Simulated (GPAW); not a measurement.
Ni: equation of state with r2SCAN

Ni:

```
Ni
1.0
     0.00000    1.73757    1.73757
     1.73757    0.00000    1.73757
     1.73757    1.73757    0.00000
Ni
1
Direct
  0.00000 0.00000 0.00000
```

```yaml
Program: GPAW 26.7.0
Task: equation of state
Functional: r2SCAN
Potentials_or_basis: GPAW PAW data sets (gpaw-data 1.2.1)
Cutoff: 600 eV
Basis: pw
k_mesh: 13 × 13 × 13
Occupations: fermi-dirac, width 0.05 eV
Spin: collinear spin, ferromagnetic start
Starting_moments: "[1.0] μB"
Ranks: 4
Maxiter: 150
Eos_scales: "[0.94, 0.96, 0.98, 1.0, 1.02, 1.04, 1.06]"
```

```json
{"Equilibrium volume": "10.70 Å³/atom (rough: see the caveat)", "Bulk modulus": "206 GPa (rough)"}
```

Energy against volume, from the lowest point:
```tsv
volume (Å³/atom)	energy (meV/atom)
9.862	49.18
10.072	26.38
10.282	11.14
10.492	2.60
10.702	0.00
10.912	2.58
11.122	10.01
```

Run time: 6.8 min on 4 MPI ranks on Arm Neoverse N1 (shared host), peak memory 0.49 GiB a rank.

Caveat: the stock nickel data set gives pressures a few GPa off other programs; the points scatter about the fit; the PAW data sets were made with another functional, which shifts forces and pressure a little.
